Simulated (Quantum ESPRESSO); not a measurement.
Crystal: ZnSe (Stilleite).

```xyz
2
Lattice="0.0000 2.8338 2.8338 2.8338 0.0000 2.8338 2.8338 2.8338 0.0000" Properties=species:S:1:pos:R:3 pbc="T T T"
Se    4.2507    4.2507    4.2507
Zn    0.0000    0.0000    0.0000
```

```yaml
Program: Quantum ESPRESSO 7.5
Task: single point
Functional: PBE
Potentials_or_basis: SSSP 1.3 efficiency PBE
Cutoff: 748 eV
Density_cutoff: 5987 eV
k_mesh: 8 × 8 × 8
Occupations: fermi-dirac, width 0.05 eV
Spin: no spin polarisation
```

On this cell: pressure 2.2 GPa; largest force zero by symmetry; band gap on the k mesh 1.28 eV, direct.

The same run follows on a disturbed copy (atoms moved at random, drawn with an rms of 0.05 Å):

```
Se Zn
1.0
     0.00000    2.83380    2.83380
     2.83380    0.00000    2.83380
     2.83380    2.83380    0.00000
Se Zn
1 1
Direct
  0.74923 0.75242 0.74879
  0.99080 0.99135 0.00787
```

Q: What does the disturbed cell give?

A: The energy moves by +4.3 meV/atom; pressure 2.3 GPa; largest force 0.312 eV/Å; band gap on the k mesh 1.23 eV, direct.

Forces on the atoms (eV/Å):
```
Se  -0.030  0.004 -0.311
Zn   0.030 -0.004  0.311
```

Stress tensor (GPa, compression positive):
```
 2.28  1.12 -0.02
 1.12  2.28  0.11
-0.02  0.11  2.20
```

